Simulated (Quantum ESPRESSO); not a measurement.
Ru:

```
Ru
1.0
     2.70580    0.00000    0.00000
    -1.35290    2.34329    0.00000
     0.00000    0.00000    4.28190
Ru
2
Direct
  0.66667 0.33333 0.75000
  0.33333 0.66667 0.25000
```

| Property | Result |
| --- | --- |
| Program | Quantum ESPRESSO 7.5 |
| Task | phonons |
| Functional | PBE |
| Potentials or basis | PseudoDojo 0.4.1 SR PBE standard |
| Cutoff | 1143 eV |
| Density cutoff | 4572 eV |
| k mesh | 9 × 9 × 5 |
| Occupations | cold, width 0.272 eV |
| Spin | no spin polarisation |
| Mixing beta | 0.5 |
| Most SCF iterations | 120 |
| SCF threshold | 4e-10 Ry |

The cell and the atoms were relaxed first, to 13.78 Å³/atom (a = 2.721 Å, b = 2.721 Å, c = 4.299 Å, α = 90.00°, β = 90.00°, γ = 120.00°), and the response was taken there.

Problem. Where do the zone-centre optical modes lie?

Solution. E2g at 189 cm⁻¹ (Raman); B1g at 259 cm⁻¹ (silent).

Optical modes at Γ, degenerate ones joined:
| cm⁻¹ | components | symmetry | active in |
| --- | --- | --- | --- |
| 189 | 2 | E2g | Raman |
| 259 | 1 | B1g | silent |

Caveat: the mesh is thin for the phonons of a metal.
